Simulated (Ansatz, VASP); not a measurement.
# Two plane-wave programs on W

The input INCAR:

```
  PREC = Accurate
  ENCUT = 600
  EDIFF = 1E-6
  ISMEAR = -1
  SIGMA = 0.08
  LREAL = False
  LASPH = True
  NELM = 60
  ALGO = Normal
  ISIF = 3
  LWAVE = False
  LCHARG = False
  GGA = PE
  IBRION = 2
  NSW = 60
  EDIFFG = -0.005
```

File KPOINTS:

```
Automatic mesh
0
Gamma
  19 19 19
```

File POSCAR:

```
W
1.0
   -1.5921819128      1.5921819128      1.5921819128
    1.5921819128     -1.5921819128      1.5921819128
    1.5921819128      1.5921819128     -1.5921819128
W
1
Direct
    0.0000000000      0.0000000000      0.0000000000
```

Input for Ansatz:

```yaml
crystal:
  lattice:
    - [-1.5921819128, 1.5921819128, 1.5921819128]
    - [1.5921819128, -1.5921819128, 1.5921819128]
    - [1.5921819128, 1.5921819128, -1.5921819128]
  atoms:
    - { symbol: W, position: [0.0, 0.0, 0.0] }
kpoints:
  mp_grid: { grid: [19, 19, 19] }
scf:
  occupations: { method: fermi_dirac, width: 0.08 }
hamiltonian:
  xc: pbe
  pseudopotentials: { kind: paw }
output:
  forces: true
  stress: true
relax:
  f_tol: 0.005
  max_steps: 40
  cell: {}
```

Alike in both runs: task relaxation of cell and atoms; functional PBE; k mesh 19 × 19 × 19; occupations fermi-dirac, width 0.08 eV; no spin polarisation.

|  | VASP | Ansatz |
| --- | --- | --- |
| version | VASP 6.6.1 | Ansatz 0.2.0 |
| potentials or method | VASP PAW PBE potentials, release 64 (W_sv) | PAW with Ansatz's default frozen-core files, scalar-relativistic |
| plane-wave cutoff (eV) | 600 | 420 |
| valence electrons in the cell | 14 | 14 |

Ansatz gave:

* relaxed volume (Å³/atom): 16.13
* relaxed cell length with the largest relative difference (Å): 2.757

Task: Estimate VASP's values.

Result: Relaxed volume (Å³/atom): 16.16; relaxed cell length with the largest relative difference (Å): 2.759.

Spin-orbit coupling is left out, which matters for the levels of W.
